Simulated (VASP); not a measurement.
## AlN: Born charges and dielectric tensor with PBE

AlN:

```xyz
4
Lattice="3.1284 0.0000 0.0000 -1.5642 2.7093 0.0000 0.0000 0.0000 5.0163" Properties=species:S:1:pos:R:3 pbc="T T T"
Al    0.0000    1.8062    5.0126
Al    1.5642    0.9031    2.5044
N     0.0000    1.8062    1.9100
N     1.5642    0.9031    4.4182
```

```json
{"Program": "VASP 6.6.1", "Task": "Born charges and dielectric tensor", "Functional": "PBE", "Potentials or basis": "VASP PAW PBE potentials, release 64 (Al, N)", "Cutoff": "520 eV", "k mesh": "6 × 6 × 2", "Occupations": "gaussian, width 0.02 eV", "Spin": "no spin polarisation", "Further INCAR settings": "ALGO = Normal; EDIFF = 1e-08; IBRION = 8; NSW = 1"}
```

```
Band gap on the k mesh                                  : 4.06 eV, direct
Electronic dielectric tensor (diagonal)                 : 4.54, 4.54, 4.73
Born charges (mean of the diagonal)                     : Al +2.57; N -2.57 e
Highest phonon frequency at Γ, LO-TO splitting left out : 710 cm⁻¹
```

Levels at points of the mesh, in eV from the valence-band top:
```csv
k point,band 5,band 6,band 7,band 8,band 9,band 10,band 11,band 12
"(0.00, 0.00, 0.00)",-0.84,-0.20,-0.20,0.00,4.06,6.52,10.47,11.04
"(0.50, 0.00, 0.00)",-3.30,-2.05,-1.74,-0.68,5.76,5.77,8.04,10.15
"(0.00, 0.00, 0.50)",-0.53,-0.53,-0.53,-0.53,6.32,6.32,10.18,10.18
"(0.50, 0.00, 0.50)",-1.44,-1.44,-1.35,-1.35,5.25,5.25,9.15,9.15
```

Phonon frequencies in cm⁻¹ (negative: imaginary):
```tsv
q point	frequencies
(0.000, 0.000, 0.000)	0 0 0 237 237 537 596 638 638 650 650 710
```

Electronic dielectric tensor:
```
4.54 0.00 0.00
0.00 4.54 0.00
0.00 0.00 4.73
```

Born effective charge tensors (e):
atom 1, Al
```
2.52 0.00 0.00
0.00 2.52 0.00
0.00 0.00 2.67
```
atom 2, Al
```
2.52 0.00 0.00
0.00 2.52 0.00
0.00 0.00 2.67
```
atom 3, N
```
-2.52  0.00  0.00
 0.00 -2.52  0.00
 0.00  0.00 -2.67
```
atom 4, N
```
-2.52  0.00  0.00
 0.00 -2.52  0.00
 0.00  0.00 -2.67
```

Wall time 110 s on 4 MPI ranks on Intel(R) Xeon(R) Platinum 8259CL CPU @ 2.50GHz (Skylake/Cascade Lake), on a shared host, peak memory 0.21 GiB a rank.

Caveat: the k mesh is coarse (spacing up to 0.63 Å⁻¹), so the values aren't converged.
